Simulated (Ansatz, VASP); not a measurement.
# Two plane-wave programs on B

```
B
1.0
    -2.85552    2.85552    2.85552
     2.85552   -2.85552    2.85552
     2.85552    2.85552   -2.85552
B
12
Direct
  0.12500 0.75000 0.87500
  0.75000 0.37500 0.62500
  0.62500 0.37500 0.25000
  0.75000 0.87500 0.12500
  0.12500 0.87500 0.25000
  0.25000 0.12500 0.87500
  0.87500 0.12500 0.75000
  0.37500 0.62500 0.75000
  0.37500 0.25000 0.62500
  0.87500 0.25000 0.12500
  0.25000 0.62500 0.37500
  0.62500 0.75000 0.37500
```

Alike in both runs: functional PBE; k mesh 4 × 4 × 4; occupations gaussian, width 0.1 eV; no spin polarisation.

Ansatz relaxed the structure, and its values are those at the end. VASP's run is a single point on that final structure, the one shown.

```csv
,VASP,Ansatz
version,VASP 6.6.1,Ansatz 0.2.0
potentials or method,"VASP PAW PBE potentials, release 64 (B)","scalar-relativistic, plane waves, PAW"
plane-wave cutoff (eV),520,420
valence electrons in the cell,36,36
```

|  | VASP | Ansatz | Ansatz less VASP |
| --- | --- | --- | --- |
| gap on the k mesh at the Fermi level (eV) | none | none | - |
| pressure (GPa) | 0.0 | 0.0 | -0.01 |

A gap of «none» marks a metal or a gap that the smearing closes.

Caveats: the k mesh is coarse (spacing up to 0.39 Å⁻¹), so the values aren't converged.
